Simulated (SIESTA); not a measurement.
Runs of SIESTA 5.4.2 on SiS2. The structure is orthorhombic, space group Ibam (No. 72). The conventional cell has a = 5.564 Å, b = 9.545 Å, c = 5.552 Å, α = 90.00°, β = 90.00°, γ = 90.00°. S (site symmetry m) is surrounded by 2 Si at 2.13 Å. Si (site symmetry 222) has 4 S at 2.13 Å as nearest neighbours. 

| task | level | potentials or basis | cell | k mesh | gap on the mesh (eV) | pressure (GPa) | V0 of scaled cells (Å³/atom) | B0 (GPa) | largest force (eV/Å) |
| --- | --- | --- | --- | --- | --- | --- | --- | --- | --- |
| equation of state | LDA | PseudoDojo 0.4 standard (LDA files), DZP (energy shift 0.003 Ry) | as given | 5 × 5 × 5 | - | - | 24.72 | (a) | - |
| single point | PBE | PseudoDojo 0.4 standard (PBE files), DZP (energy shift 0.003 Ry) | as given | 7 × 7 × 7 | 2.76 | 3.8 | - | - | 0.76 |
| single point | PBE | PseudoDojo 0.4 standard (PBE files), DZP (energy shift 0.003 Ry) | atoms moved at random, drawn with an rms of 0.05 Å | 7 × 7 × 7 | 2.72 | 3.8 | - | - | 1.91 |
| equation of state | PBE | PseudoDojo 0.4 standard (PBE files), DZP (energy shift 0.003 Ry) | as given | 7 × 7 × 7 | - | - | (c) | 64 | - |
| equation of state | PBEsol | PseudoDojo 0.4 standard (PBEsol files), DZP (energy shift 0.003 Ry) | as given | 5 × 5 × 5 | - | - | 25.34 | (b) | - |

Alike in all rows: no spin polarisation; smearing fermi-dirac 0.05 eV; grid cutoff 500 Ry; energy shift 0.003 Ry.

Problem. Estimate the missing entries.

Solution. (a) 71; (b) 68; (c) 25.92.

Caveats: the basis of atomic orbitals isn't converged, which shifts pressures, moduli and gaps; the cell was scaled at fixed shape and fractional positions, which overstates the stiffness of a crystal with free parameters, most of all of layers and chains (some runs); an odd mesh through Γ misses points on the zone boundary, where band edges often lie (some runs).
